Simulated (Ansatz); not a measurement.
## SiC (Moissanite) under changes of volume

One of the cells (10.341 Å³/atom); the others are scaled copies at fixed shape and fractional positions:

```
CELL_PARAMETERS angstrom
3.07600 0.00000 0.00000
-1.53800 2.66389 0.00000
0.00000 0.00000 5.04800
ATOMIC_POSITIONS crystal
Si 0.66667 0.33333 0.50000
Si 0.33333 0.66667 0.00000
C 0.66667 0.33333 0.88500
C 0.33333 0.66667 0.38500
```

| Quantity | Value |
| --- | --- |
| Program | Ansatz 0.2.0 |
| Functional | m-r2SCAN |
| Potentials or basis | Ansatz PAW |
| Cutoff | 500 eV (not typed: the program's choice for these potentials) |
| k mesh | 10 × 10 × 5 |
| Occupations | fermi-dirac, width 0.05 eV |
| Spin | no spin polarisation |

```csv
volume (Å³/atom),energy over the lowest point (meV/atom),pressure (GPa),gap on the mesh (eV),largest force (eV/Å)
9.721,30.01,16.1,2.77,0.876
9.927,13.07,10.3,2.80,0.840
10.134,3.28,5.0,2.83,0.805
10.341,0.00,0.2,2.85,0.773
10.548,?,?,?,?
10.755,10.56,-8.1,2.90,0.712
10.961,23.37,-11.7,2.89,0.684
```

Problem. What does the run at 10.548 Å³/atom give?

Solution. Energy over the lowest point 2.61 meV/atom; pressure -4.2 GPa; gap on the mesh 2.88 eV; largest force 0.742 eV/Å.

Worked out: A Birch-Murnaghan fit of order 3 (a polynomial in V^(-2/3)) to the other rows has its minimum at 10.35 Å³/atom with B0 = V·E''(V) = 228 GPa and B' = 3.9 at fixed shape and positions, which overstates the stiffness. It gives 2.60 meV/atom at 10.548 Å³/atom, against the run's 2.61, and -dE/dV = -4.2 GPa, against -4.2. A parabola through the other rows of the gap, of slope 0.838 eV per unit of ln V there, gives 2.87 eV, against the run's 2.88.

Energies are extrapolated to zero smearing.

Caveats: odd divisions of the mesh miss points on the zone boundary, where band edges often lie, so the gap on the mesh can be too wide; the PAW data sets come from PBE, with cores solved anew for the run's functional, which leaves a small shift of forces and pressure.

A mesh can miss the band edges.
